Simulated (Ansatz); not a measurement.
Cost and result for the atomization energy of `C1[C@H]2C[C@@H]12` (10 atoms, 11 bonds).

```json
{"atom": "C1", "x (Å)": "0.4923", "y (Å)": "0.7158", "z (Å)": "0.7810"}
{"atom": "C2", "x (Å)": "-0.5599", "y (Å)": "0.5232", "z (Å)": "-0.2552"}
{"atom": "C3", "x (Å)": "-0.6163", "y (Å)": "-0.9649", "z (Å)": "-0.2318"}
{"atom": "C4", "x (Å)": "0.6915", "y (Å)": "-0.2589", "z (Å)": "-0.3274"}
{"atom": "H5", "x (Å)": "1.0655", "y (Å)": "1.6371", "z (Å)": "0.7355"}
{"atom": "H6", "x (Å)": "0.3168", "y (Å)": "0.3417", "z (Å)": "1.7906"}
{"atom": "H7", "x (Å)": "-0.9763", "y (Å)": "1.2231", "z (Å)": "-0.9609"}
{"atom": "H8", "x (Å)": "-0.8789", "y (Å)": "-1.4708", "z (Å)": "0.6983"}
{"atom": "H9", "x (Å)": "-0.9764", "y (Å)": "-1.4582", "z (Å)": "-1.1298"}
{"atom": "H10", "x (Å)": "1.4418", "y (Å)": "-0.2881", "z (Å)": "-1.1003"}
```

Total charge 0; spin multiplicity 1. Geometry: relaxed with PBE0-D4/def2-TZVP. Program: Ansatz. All runs use 4 threads of an Arm Neoverse V1 on a shared host. Times are those of one run each, without the atoms' runs, and a repeat can differ threefold. Electronic energies, without spin–orbit coupling; frozen cores. CCSD(T)/CBS adds CCSD(T) − MP2 in def2-TZVPP to the MP2 limit, and its time is that of the two runs behind it. T1 = 0.008. B3LYP takes the VWN-RPA correlation (the form of Gaussian; ORCA's B3LYP/G).

CCSD(T)/CBS is a level of theory with its own doubt, some kJ/mol a heavy atom from the limit and from the frozen cores, so smaller differences don't rank the functionals.

```json
{"level": "CCSD(T)/def2-SVP", "functions": "86", "wall time": "1.1 s"}
{"level": "BLYP-D4/def2-TZVPP", "functions": "208", "wall time": "1.4 s"}
{"level": "revPBE-D4/def2-TZVPP", "functions": "208", "wall time": "1.4 s"}
{"level": "PBE0-D4/def2-TZVPP", "functions": "208", "wall time": "1.6 s"}
{"level": "BHLYP-D4/def2-TZVPP", "functions": "208", "wall time": "1.6 s"}
{"level": "B3LYP-D4/def2-TZVPP (with forces)", "functions": "208", "wall time": "2.4 s"}
{"level": "B2PLYP/def2-TZVPP", "functions": "208", "wall time": "2.9 s"}
{"level": "ωB97X-V/def2-TZVPP", "functions": "208", "wall time": "4.7 s"}
{"level": "B97M-V/def2-TZVPP", "functions": "208", "wall time": "6 s"}
{"level": "ωB97M-V/def2-TZVPP (with forces)", "functions": "208", "wall time": "6.5 s"}
{"level": "CCSD(T)/def2-TZVPP", "functions": "208", "wall time": "8.5 s"}
{"level": "MP2/def2-QZVPP", "functions": "408", "wall time": "13 s"}
{"level": "CCSD(T)/CBS(def2)", "functions": "–", "wall time": "21 s"}
```

What atomization energy does each give, and how far from CCSD(T)/CBS? (Best estimate.)

Ansatz gave: 
```
                            level  atomization (kJ/mol)  difference from CCSD(T)/CBS  per bond
                 CCSD(T)/def2-SVP                3972.6                       -142.8     -13.0
               BLYP-D4/def2-TZVPP                4100.4                        -15.0      -1.4
             revPBE-D4/def2-TZVPP                4147.6                         32.2       2.9
               PBE0-D4/def2-TZVPP                4189.2                         73.8       6.7
              BHLYP-D4/def2-TZVPP                4008.4                       -107.0      -9.7
B3LYP-D4/def2-TZVPP (with forces)                4118.9                          3.5       0.3
                B2PLYP/def2-TZVPP                4087.7                        -27.7      -2.5
               ωB97X-V/def2-TZVPP                4140.4                         25.0       2.3
                B97M-V/def2-TZVPP                4149.6                         34.2       3.1
 ωB97M-V/def2-TZVPP (with forces)                4142.1                         26.7       2.4
               CCSD(T)/def2-TZVPP                4023.9                        -91.5      -8.3
                   MP2/def2-QZVPP                4158.4                         43.0       3.9
                CCSD(T)/CBS(def2)                4115.4                          0.0       0.0
```

The D4 term adds +23.9 kJ/mol with B3LYP and +12.2 kJ/mol with PBE0; it sums over pairs of atoms, weighted by their polarisabilities, and B3LYP, whose exchange is more repulsive, gets the larger term. At CCSD(T), def2-SVP lies −142.8 kJ/mol from the extrapolated value and def2-TZVPP −91.5 kJ/mol: correlation converges slowly with the basis, and small sets miss more of it in the bonded molecule than in its fragments. From PBE to PBE0 (25 % exact exchange), in def2-TZVPP and without D4, the atomization energy moves by −58.2 kJ/mol: exact exchange takes away binding that semilocal exchange gives to molecules.
